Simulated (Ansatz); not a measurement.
# ZnS: the cost of one run

Program: Ansatz 0.2.0. Level of theory: DFT r2SCAN, scalar-relativistic, plane waves, PAW. These are calculated values, not measurements.

## (1) The starting structure

It takes space group P6_3mc (No. 186, hexagonal). Conventional cell: a = 3.808 Å, b = 3.808 Å, c = 24.891 Å, α = 90.00°, β = 90.00°, γ = 120.00°. Zn (site symmetry 3m) is surrounded by 4 S at 2.33 to 2.34 Å. Zn (site symmetry 3m) has 4 S at 2.33 Å as nearest neighbours. S (site symmetry 3m) has 4 Zn at 2.33 Å as nearest neighbours. S (site symmetry 3m) is surrounded by 4 Zn at 2.33 to 2.34 Å.

Structure file:

```cif
data_structure
_symmetry_space_group_name_H-M 'P 1'
_symmetry_Int_Tables_number 1
_cell_length_a 3.8084
_cell_length_b 3.8084
_cell_length_c 24.8910
_cell_angle_alpha 90.000
_cell_angle_beta 90.000
_cell_angle_gamma 120.000
_cell_volume 312.65
loop_
_atom_site_label
_atom_site_type_symbol
_atom_site_fract_x
_atom_site_fract_y
_atom_site_fract_z
_atom_site_occupancy
Zn1 Zn 0.33333 0.66667 0.74991 1
Zn2 Zn 0.33333 0.66667 0.12479 1
Zn3 Zn 0.00000 0.00000 0.00004 1
Zn4 Zn 0.66667 0.33333 0.87532 1
Zn5 Zn 0.66667 0.33333 0.24991 1
Zn6 Zn 0.33333 0.66667 0.37532 1
Zn7 Zn 0.00000 0.00000 0.50004 1
Zn8 Zn 0.66667 0.33333 0.62479 1
S1 S 0.00000 0.00000 0.59371 1
S2 S 0.66667 0.33333 0.96899 1
S3 S 0.33333 0.66667 0.21850 1
S4 S 0.66667 0.33333 0.34393 1
S5 S 0.33333 0.66667 0.84393 1
S6 S 0.33333 0.66667 0.46899 1
S7 S 0.66667 0.33333 0.71850 1
S8 S 0.00000 0.00000 0.09371 1
```

(A quick probe on a coarse mesh, which set the mesh and smearing, is not shown.)

## (3) The relaxation

The input, input.yaml:

```yaml
crystal:
  lattice:
    - [3.8083864859, 0.0, 0.0]
    - [-1.9041932429, 3.2981594442, 0.0]
    - [0.0, 0.0, 24.89095901]
  atoms:
    - { symbol: Zn, position: [0.33333333, 0.66666667, 0.74991292] }
    - { symbol: Zn, position: [0.33333333, 0.66666667, 0.12478582] }
    - { symbol: Zn, position: [0.0, 0.0, 4.287e-05] }
    - { symbol: Zn, position: [0.66666667, 0.33333333, 0.87532473] }
    - { symbol: Zn, position: [0.66666667, 0.33333333, 0.24991292] }
    - { symbol: Zn, position: [0.33333333, 0.66666667, 0.37532473] }
    - { symbol: Zn, position: [0.0, 0.0, 0.50004287] }
    - { symbol: Zn, position: [0.66666667, 0.33333333, 0.62478582] }
    - { symbol: S, position: [0.0, 0.0, 0.59371274] }
    - { symbol: S, position: [0.66666667, 0.33333333, 0.96898812] }
    - { symbol: S, position: [0.33333333, 0.66666667, 0.21850247] }
    - { symbol: S, position: [0.66666667, 0.33333333, 0.34392833] }
    - { symbol: S, position: [0.33333333, 0.66666667, 0.84392833] }
    - { symbol: S, position: [0.33333333, 0.66666667, 0.46898812] }
    - { symbol: S, position: [0.66666667, 0.33333333, 0.71850247] }
    - { symbol: S, position: [0.0, 0.0, 0.09371274] }
basis:
  ecutwfc: 500
kpoints:
  mp_grid: { grid: [6, 6, 1] }
hamiltonian:
  xc: r2scan
scf:
  occupations: { method: gaussian, width: 0.02 }
output:
  forces: true
  stress: true
  eigenvalues: true
relax:
  adjacent_minimum: "off"
  f_tol: 0.01
  max_steps: 80
  cell: { stress_tol: 0.05 }
```

Launch:

```sh
$ ansatz run input.yaml --threads 4 --pin off --max-ram 10240MiB --backend cpu --events-out ev --progress --plain --runs-dir out
```

**Question.** How long does this run take on 4 threads of Intel Xeon 6975P-C (Granite Rapids), shared host, and how much memory does it need?

About 23 s, with a peak of 1.5 GiB.
